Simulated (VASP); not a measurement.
RbBr:

```xyz
2
Lattice="0.0000 3.4270 3.4270 3.4270 0.0000 3.4270 3.4270 3.4270 0.0000" Properties=species:S:1:pos:R:3 pbc="T T T"
Rb    0.0000    0.0000    0.0000
Br    3.4270    3.4270    3.4270
```

```yaml
Program: VASP 6.6.1
Task: relaxation of cell and atoms
Functional: PBE
Potentials_or_basis: VASP PAW PBE potentials, release 64 (Rb_sv, Br)
Cutoff: 600 eV
k_mesh: 8 × 8 × 8
Occupations: gaussian, width 0.03 eV
Spin: no spin polarisation
```

At the start: pressure 1.0 GPa; volume 40.25 Å³/atom.

How do energy, volume and symmetry change on relaxing?

Over 4 steps the energy falls by 9.1 meV/atom and the volume is 43.39 Å³/atom (+7.8 %); space group Fm-3m (No. 225, to 0.05 Å).

The path:
```tsv
step	energy change (eV)	largest force (eV/Å)	pressure (GPa)	volume (Å³)
1	0.0000	0.0000	1.03	80.50
2	-0.0140	0.0000	0.47	83.54
3	-0.0150	0.0000	-0.35	89.38
4	-0.0182	0.0000	-0.03	86.77
```

Final structure:
```
Rb Br
1.0
     0.00000    3.51385    3.51385
     3.51385    0.00000    3.51385
     3.51385    3.51385    0.00000
Rb Br
1 1
Direct
  0.00000 0.00000 0.00000
  0.50000 0.50000 0.50000
```
